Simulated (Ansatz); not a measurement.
Runs of Ansatz 0.2.0 on GaCuSe2. The structure is tetragonal, space group I-42d (No. 122). The conventional cell has a = 5.619 Å, b = 5.619 Å, c = 11.026 Å, α = 90.00°, β = 90.00°, γ = 90.00°. Se (site symmetry 2) is surrounded by 2 Ga at 2.42 Å and 2 Cu at 2.42 Å. Ga (site symmetry -4) is surrounded by 4 Se at 2.42 Å. Cu (site symmetry -4) is surrounded by 4 Se at 2.42 Å. 

| level | k mesh | cutoff (eV) | smearing | level | run kind | points for each segment of the path | gap on the mesh (eV) | pressure (GPa) | largest force (eV/Å) |
| --- | --- | --- | --- | --- | --- | --- | --- | --- | --- |
| HSE06 | 4 × 4 × 4 | 420 | fixed | hse06 | scf | - | (a) | - | - |
| LDA | 7 × 7 × 7 | 420 | fermi-dirac 0.05 eV | - | - | 10 | none | -3.0 | 0.45 |
| LDA | 6 × 6 × 6 | 420 | fixed | lda | scf | - | (c) | -3.0 | 0.45 |
| r2SCAN | 7 × 7 × 7 | 500 | fermi-dirac 0.05 eV | - | - | 10 | 0.63 | 0.3 | 0.23 |
| PBEsol | 6 × 6 × 6 | 420 | fixed | pbesol | scf | - | 0.16 | -0.7 | (b) |

Alike in all rows: task band structure; potentials or basis Ansatz PAW; no spin polarisation; cell as given.

Question: Estimate the missing entries.

Answer: (a) 1.43; (b) 0.43; (c) 0.08.

Caveats: the PAW data sets come from PBE, with cores solved anew for the run's functional, which leaves a small shift of forces and pressure; the run has no spin polarisation, though such a crystal can be magnetic (some runs).

A k mesh can miss the band edges, and the runs leave out spin-orbit coupling on Ga, Se.

A gap of «none» marks a metal or a gap under the smearing width.

Not every run made on this cell is shown here.
